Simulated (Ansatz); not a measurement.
Starting cell, ZrO2 (tetragonal-ZrO2 type, space group P4_2/nmc):

```
ZrO2
1.0
    3.58448     0.00000     0.00000
    0.00000     3.58448     0.00000
    0.00000     0.00000     5.17719
Zr O
2 4
Direct
  0.00000   0.00000   0.00000
  0.50000   0.50000   0.50000
  0.00000   0.50000   0.20147
  0.00000   0.50000   0.70147
  0.50000   0.00000   0.29853
  0.50000   0.00000   0.79853
```

In this cell atom 6 (O, nearest neighbour Zr at 2.074 Å; its periodic images, 3.6 Å or more away, move with it) is moved by u·(0.707, 0.707, 0.000) + v·(0.000, 0.000, 1.000); the rest is frozen.

Computed with PBEsol (plane waves to 420 eV, PAW, scalar-relativistic; Ansatz, a first-principles code). k mesh 8×8×5 (Γ-centred), Fermi-Dirac smearing 0.05 eV. E stands for the smeared free energy. Points where atoms come too close for the PAW data are left out (x in tables, blank in figures). This is a high-temperature form of ZrO2. ZrO2 is run without spin polarisation. ZrO2 was relaxed with its symmetry unable to fall.

Changes of ΔE (meV/cell) from the point u = 0.000 Å, v = 0.000 Å when one coordinate moves alone (two changes are said to add if the coupling is within 5 % of the smaller one, nearly so within 20 %):

```tsv
point	change
u = 0.000 Å, v = -0.310 Å	610.5
u = 0.000 Å, v = -0.155 Å	154.3
u = -0.310 Å, v = 0.000 Å	550.9
u = -0.155 Å, v = 0.000 Å	135.7
u = 0.155 Å, v = 0.000 Å	135.7
u = 0.310 Å, v = 0.000 Å	550.9
u = 0.000 Å, v = 0.155 Å	160.0
u = 0.000 Å, v = 0.310 Å	654.8
```

Question: Do the two effects add at u = -0.155 Å, v = -0.310 Å? Give the computed change.

Answer: The sum of the single changes is 135.7 + (610.5) = 746.2; the calculation gives 735.6, so the coupling contributes -10.6 (under 20 % of the smaller single change, nearly additive).

Question: Do the two effects add at u = 0.310 Å, v = 0.155 Å? Give the computed change.

Answer: The sum of the single changes is 550.9 + (160.0) = 710.9; the calculation gives 795.3, so the coupling contributes 84.4 (over 20 % of the smaller single change, not additive).

Question: What is the change at u = 0.310 Å, v = -0.310 Å, where both move, and how far is it from the sum?

Answer: The sum of the single changes is 550.9 + (610.5) = 1161.4; the calculation gives 1120.6, so the coupling contributes -40.8 (under 20 % of the smaller single change, nearly additive).

(A displaced cell: forces are minus the slopes of the energy, force constants its curvatures, and phonons follow from these.)
